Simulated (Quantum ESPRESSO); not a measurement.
A run of Quantum ESPRESSO 7.5:

File pw.in:

```
&CONTROL
  calculation = 'scf'
  prefix = 'pwscf'
  outdir = './tmp'
  pseudo_dir = './pseudo'
  tprnfor = .true.
  tstress = .true.
  disk_io = 'low'
/
&SYSTEM
  ibrav = 0
  nat = 2
  ntyp = 2
  ecutwfc = 56
  ecutrho = 448
  nbnd = 16
  occupations = 'smearing'
  smearing = 'mv'
  degauss = 0.00999582
/
&ELECTRONS
  conv_thr = 4d-10
  electron_maxstep = 120
  mixing_beta = 0.5
/
ATOMIC_SPECIES
Co    58.9332 co_pbesol_v1.2.uspp.F.UPF
Al    26.9815 al_pbesol_v1.uspp.F.UPF
CELL_PARAMETERS angstrom
   2.8194032100    0.0000000000    0.0000000000
   0.0000000000    2.8194032100    0.0000000000
   0.0000000000    0.0000000000    2.8194032100
ATOMIC_POSITIONS angstrom
Co     1.4097016050    1.4097016050    1.4097016050
Al     0.0000000000    0.0000000000    0.0000000000
K_POINTS automatic
8 8 8 0 0 0
```

scf2.in

```
&CONTROL
  calculation = 'scf'
  prefix = 'pwscf'
  outdir = './tmp'
  pseudo_dir = './pseudo'
  tprnfor = .true.
  tstress = .true.
  disk_io = 'low'
/
&SYSTEM
  ibrav = 0
  nat = 2
  ntyp = 2
  ecutwfc = 56
  ecutrho = 448
  nbnd = 16
  occupations = 'smearing'
  smearing = 'mv'
  degauss = 0.00999582
/
&ELECTRONS
  conv_thr = 1d-11
  electron_maxstep = 120
  mixing_beta = 0.5
  startingpot = 'file'
  startingwfc = 'file'
/
ATOMIC_SPECIES
Co    58.9332 co_pbesol_v1.2.uspp.F.UPF
Al    26.9815 al_pbesol_v1.uspp.F.UPF
CELL_PARAMETERS angstrom
   2.8194032100    0.0000000000    0.0000000000
   0.0000000000    2.8194032100    0.0000000000
   0.0000000000    0.0000000000    2.8194032100
ATOMIC_POSITIONS angstrom
Co     1.4097016050    1.4097016050    1.4097016050
Al     0.0000000000    0.0000000000    0.0000000000
K_POINTS automatic
8 8 8 0 0 0
```

eels.in

```
&LR_INPUT
  prefix = 'pwscf'
  outdir = './tmp'
  restart_step = 5000
  restart = .false.
/
&LR_CONTROL
  calculator = 'lanczos'
  approximation = 'RPA_with_CLFE'
  q1 = 0.2692331745
  q2 = 0
  q3 = 0
  itermax = 400
/
```

The input spectrum.in:

```
&LR_INPUT
  prefix = 'pwscf'
  outdir = './tmp'
  eels = .true.
  itermax0 = 400
  itermax = 20000
  extrapolation = 'osc'
  epsil = 0.03
  units = 1
  start = 0
  end = 40
  increment = 0.2
/
```

File spectrum_short.in:

```
&LR_INPUT
  prefix = 'pwscf'
  outdir = './tmp'
  eels = .true.
  itermax0 = 266
  itermax = 20000
  extrapolation = 'osc'
  epsil = 0.03
  units = 1
  start = 0
  end = 40
  increment = 0.2
/
```

Potentials or basis: GBRV 1.5 PBEsol.

Run with:

```sh
$ OMP_NUM_THREADS=1 pw.x -in pw.in > pw.out
$ OMP_NUM_THREADS=1 pw.x -in scf2.in > scf2.out
$ OMP_NUM_THREADS=1 turbo_eels.x -in eels.in > eels.out
$ OMP_NUM_THREADS=1 turbo_spectrum.x -in spectrum.in > spectrum.out
$ OMP_NUM_THREADS=1 turbo_spectrum.x -in spectrum_short.in > spectrum_short.out
```

Hardware: 1 thread of Arm Neoverse V1, on a shared host.

Question: Estimate the wall time of this run.

Answer: Wall time 7.2 min on 1 thread of Arm Neoverse V1, on a shared host, peak memory 0.4 GiB. Counts: scf iterations 22, k pools 1, bands 16, k points 35, g dense 24207.
